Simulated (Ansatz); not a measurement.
**Ge: response to strain**

Ge is deformed so: z strained by +2 % at fixed volume. What stress and forces result, by LAPW, PAW and all-electron datasets made for the crystal?

Computed with Ansatz 0.2.0 (DFT PBE, scalar-relativistic, unless a step's input says otherwise).

## Step 1: The structure to begin with

The structure is cubic, space group Fd-3m (No. 227). Conventional cell: a = 5.658 Å, b = 5.658 Å, c = 5.658 Å, α = 90.00°, β = 90.00°, γ = 90.00°. Ge (site symmetry -43m) has 4 Ge at 2.45 Å as nearest neighbours.

Coordinates:

```cif
data_structure
_symmetry_space_group_name_H-M 'P 1'
_symmetry_Int_Tables_number 1
_cell_length_a 4.0005
_cell_length_b 4.0005
_cell_length_c 4.0005
_cell_angle_alpha 60.000
_cell_angle_beta 60.000
_cell_angle_gamma 60.000
_cell_volume 45.27
loop_
_atom_site_label
_atom_site_type_symbol
_atom_site_fract_x
_atom_site_fract_y
_atom_site_fract_z
_atom_site_occupancy
Ge1 Ge 0.50000 0.50000 0.50000 1
Ge2 Ge 0.75000 0.75000 0.75000 1
```

Atoms are numbered in the order of the input: Ge1, Ge2.

## Step 2: After the deformation

Space group Fd-3m before, I4_1/amd after.

## Step 3: All-electron LAPW

input.yaml

```yaml
crystal:
  lattice:
    - [0.0, 2.8008996652, 2.8853454]
    - [2.8008996652, 0.0, 2.8853454]
    - [2.8008996652, 2.8008996652, 0.0]
  atoms:
    - { symbol: Ge, position: [0.5, 0.5, 0.5] }
    - { symbol: Ge, position: [0.75, 0.75, 0.75] }
kpoints:
  mp_grid: { grid: [11, 11, 11] }
scf:
  occupations: { method: fermi_dirac, width: 0.05 }
hamiltonian:
  xc: pbe
  pseudopotentials: { kind: all_electron, lapw: { basis_error: 0.0005 } }
output:
  forces: true
  stress: true
  eigenvalues: true
```

## Step 4: PAW with frozen cores

input.yaml: that of step 3 with these lines changed.

```diff
@@ -14,3 +14,3 @@
   xc: pbe
-  pseudopotentials: { kind: all_electron, lapw: { basis_error: 0.0005 } }
+  pseudopotentials: { kind: paw }
 output:
@@ -19 +19,2 @@
   eigenvalues: true
+  efg: { contact_densities: true }
```

## Step 5: All-electron PAW on datasets made for the crystal

input.yaml: that of step 4 with these lines changed.

```diff
@@ -14,3 +14,3 @@
   xc: pbe
-  pseudopotentials: { kind: paw }
+  pseudopotentials: { kind: all_electron, datasets: crystal }
 output:
```

(Steps that only read results are left out.)

Before running it: what results should come out? Wanted: pressure; largest shear or deviatoric stress.

**Answer**, as computed:

| quantity | value |
| --- | --- |
| pressure | LAPW 3.66, PAW 3.66, crystal datasets 3.66 GPa |
| largest shear or deviatoric stress (LAPW) | 1.47 GPa |

What this shows: The largest part of the stress beyond the pressure is 1.47 GPa in size, in the zz component; the atoms are carried along and not relaxed. No run of the undeformed cell stands beside it, so the pressure holds what the given cell had before the change. PAW: stress within 0.01 GPa of LAPW. Crystal datasets: stress within 0.01 GPa of LAPW.
